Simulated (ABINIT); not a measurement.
The system is TiC.

```
Ti C
1.0
     0.00000    2.16572    2.16572
     2.16572    0.00000    2.16572
     2.16572    2.16572    0.00000
Ti C
1 1
Direct
  0.00000 0.00000 0.00000
  0.50000 0.50000 0.50000
```

The cell is a database's computed one.

Base run:

* Program: ABINIT 10.8.3 (patched build)
* Functional: AM05
* Potentials or basis: JTH PAW PBE v2.0
* Cutoff: 517 eV
* k mesh: 11 × 11 × 11
* Occupations: fermi-dirac, width 0.05 eV
* Spin: no spin polarisation

Its results: band gap on the k mesh none (metal or under the smearing width); pressure -7.0 GPa.

Question: After a change of settings the same cell gave: band gap on the k mesh none (metal or under the smearing width); pressure -3.2 GPa. Which change was it?
A. functional from AM05 to HCTH407
B. functional from AM05 to PBE; potentials or basis from JTH PAW PBE v2.0 to PseudoDojo NC SR PBE v0.4.1 standard; cutoff from 517 eV to 1143 eV
C. functional from AM05 to PBEsol; potentials or basis from JTH PAW PBE v2.0 to PseudoDojo NC SR PBEsol v0.4.1 standard; cutoff from 517 eV to 1143 eV
D. functional from AM05 to PBE; potentials or basis from JTH PAW PBE v2.0 to PseudoDojo NC SR PBE v0.5 standard; cutoff from 517 eV to 1143 eV

Answer: A.

Caveats: the PAW data sets were made with another functional, which shifts forces and pressure a little.
